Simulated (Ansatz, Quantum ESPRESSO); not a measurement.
# Sb: spin-orbit coupling in 2 programs

```
Sb
1.0
     3.16000    0.00000    0.00000
     0.00000    3.16000    0.00000
     0.00000    0.00000    3.16000
Sb
1
Direct
  0.00000 0.00000 0.00000
```

This isn't the form of Sb at room conditions, which is rhombohedral.

Kept alike: task band structure; functional PBEsol; k mesh 8 × 8 × 8; occupations fermi-dirac, width 0.05 eV. The mesh is that of the run's cell of 1 atom.

- A: Ansatz, Ansatz PAW, made for PBE, cutoff 420 eV
- B: Quantum ESPRESSO; PseudoDojo 0.4.1 SR PBEsol standard (False); PseudoDojo 0.4 FR PBEsol standard (True), cutoff 1088 eV

| spin-orbit coupling | A: pressure (GPa) | B: pressure (GPa) |
| --- | --- | --- |
| off | -4.67 | -4.75 |
| on | -4.52 | -4.54 |

Pressure is positive in compression; plane-wave values hold the error of the finite cutoff, which Ansatz corrects. Values on potentials made for another functional: all of A. For a metal such a mesh leaves the last digits unconverged.

Question: How large is the effect of spin-orbit coupling, and do the programs agree on it?

Answer: From off to on the pressure moves by +0.15 in A, +0.21 in B (GPa). Row by row the programs differ by 0.02 to 0.08, and the shifts point the same way but differ by 29 % of the larger.
